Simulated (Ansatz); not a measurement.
The system is TaN.

```
Ta N
1.0
     2.93800    0.00000    0.00000
    -1.46900    2.54438    0.00000
     0.00000    0.00000    2.88300
Ta N
1 1
Cartesian
  0.0000 0.0000 1.4415
  1.4690 0.8481 0.0000
```

| Quantity | Value |
| --- | --- |
| Program | Ansatz 0.2.0 |
| Task | relaxation of cell and atoms |
| Functional | revPBE |
| Dispersion | D3(BJ) |
| Potentials or basis | Ansatz PAW |
| Cutoff | 420 eV (not typed: the program's choice for these potentials) |
| k mesh | 10 × 10 × 9 |
| Occupations | methfessel-paxton, width 0.15 eV |
| Spin | spin-orbit coupling, no magnetisation |

At the start: volume 10.78 Å³/atom.

Where does the relaxation end?

It ends after 6 steps and the volume is 10.60 Å³/atom (-1.7 %); space group P-6m2 (No. 187, to 0.05 Å).

The path:
```tsv
step	energy change (eV)	largest force (eV/Å)	volume (Å³)
1	0.0000	0.0000	21.55
2	-0.0076	0.0000	21.22
3	-0.0076	0.0000	21.20
4	-0.0067	0.0000	21.20
5	-0.0068	0.0000	21.19
6	-0.0068	0.0000	21.19
```

Final structure:
```
Ta N
1.0
     2.91796    0.00000    0.00000
    -1.45898    2.52703    0.00000
     0.00000    0.00000    2.87417
Ta N
1 1
Direct
  0.00000 0.00000 0.50000
  0.66667 0.33333 0.00000
```

Caveat: the plane-wave basis is chosen anew once the cell has moved, so the energies of steps on either side of that aren't comparable; the pressure holds a Pulay correction of +0.4 GPa for the finite cutoff; the PAW data sets come from PBE, with cores solved anew for the run's functional, which leaves a small shift of forces and pressure.
